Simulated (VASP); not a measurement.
Set up this calculation in VASP 6.6.1, as the native input.

```yaml
Task: single point
Functional: PBE
Dispersion: D3(BJ)
Potentials_or_basis: VASP PAW PBE potentials, release 64 (W_sv, S)
Cutoff: 520 eV
k_mesh: 9 × 9 × 9
Occupations: gaussian, width 0.1 eV
Spin: no spin polarisation
Dipole_correction: no
Further_INCAR_settings: ALGO = Normal; EDIFF = 1e-06; NBANDS = 20
```

The structure of WS2 lies in POSCAR:

```
WS2
1.0
    1.5785185901      0.9113581329      6.0539924565
   -1.5785185901      0.9113581329      6.0539924565
    0.0000000000     -1.8227162658      6.0539924565
W S
1 2
Direct
   -0.0006376611     -0.0006376611     -0.0006376611
    0.7526601181      0.7526601181      0.7526601181
    0.5792775430      0.5792775430      0.5792775430
```

Measurements of this composition are mostly on another form, of space group No. 194.

These files were run (other wordings do the same):

INCAR

```
PREC = Accurate
ENCUT = 520
EDIFF = 1E-6
ISMEAR = 0
SIGMA = 0.1
LREAL = False
LASPH = True
NELM = 100
ALGO = Normal
ISIF = 2
LWAVE = False
LCHARG = False
GGA = PE
IVDW = 12
NBANDS = 20
```

KPOINTS

```
regular mesh
0
Gamma
  9 9 9
```

Potentials or basis: VASP PAW PBE potentials, release 64 (W_sv, S).

The run is started by

```console
$ cat potpaw_PBE.64/W_sv/POTCAR potpaw_PBE.64/S/POTCAR > POTCAR
$ mpirun -np 1 vasp_std > vasp.out
```

Results of the run:

```json
{
 "Pressure": "-0.2 GPa",
 "Largest force": "0.035 eV/Å",
 "Band gap on the k mesh": "1.07 eV, indirect (least direct gap 1.92 eV)",
 "Dispersion energy per atom": "-0.436 eV"
}
```

Caveat: spin-orbit coupling is left out, which moves the levels of the heavy elements; an odd mesh through Γ misses points on the zone boundary, where band edges often lie.

It took 3.8 min on 1 thread of Intel(R) Xeon(R) Platinum 8488C (Sapphire Rapids), with other jobs on the host, peak memory 0.36 GiB.
